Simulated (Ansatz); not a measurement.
Wanted: the native input for an Ansatz 0.2.0 run.

```yaml
Task: single point
Functional: HSE(alpha, omega)
Potentials_or_basis: all-electron PAW datasets made for the crystal
Cutoff: 360 eV (chosen from the basis error)
k_mesh: 5 × 5 × 5
Occupations: fermi-dirac, width 0.05 eV
Spin: no spin polarisation
Share_of_exact_exchange: 0.25
Screening_of_exact_exchange: 0.2 1/A
```

The system is ZrN.

```
Zr N
1.0
     0.00000    2.30000    2.30000
     2.30000    0.00000    2.30000
     2.30000    2.30000    0.00000
Zr N
1 1
Direct
  0.50000 0.50000 0.50000
  0.00000 0.00000 0.00000
```

The input as run:

input.yaml

```yaml
crystal:
  lattice:
    - [0.0, 2.3, 2.3]
    - [2.3, 0.0, 2.3]
    - [2.3, 2.3, 0.0]
  atoms:
    - { symbol: Zr, position: [0.5, 0.5, 0.5] }
    - { symbol: "N", position: [0.0, 0.0, 0.0] }
kpoints:
  mp_grid: { grid: [5, 5, 5] }
scf:
  occupations: { method: fermi_dirac, width: 0.05 }
hamiltonian:
  xc: { preset: hse06, exx: { coeff: 0.25, omega: 0.2 } }
  pseudopotentials: { kind: all_electron, datasets: crystal }
output:
  forces: true
  stress: true
```

Potentials or basis: all-electron PAW datasets made for the crystal.

Command:

```sh
$ ansatz run input.yaml --threads 1 --pin off --max-ram 3072MiB --backend cpu --events-out ev --progress --plain --runs-dir out
```

Results of the run:

| Item | Value |
| --- | --- |
| Pressure | -6.6 GPa |
| Band gap on the k mesh | none (metal or under the smearing width) |

Caveat: the k mesh is coarse (spacing up to 0.47 Å⁻¹), so the values aren't converged, least of all with exact exchange; the k mesh is thin for a metal, which can move the energy by tens of meV per atom; the program warned that the printed levels may be off, so bands, gaps and densities of states are rough.

It took 74 s on 1 thread of Arm Neoverse V2 (shared host), peak memory 0.69 GiB.
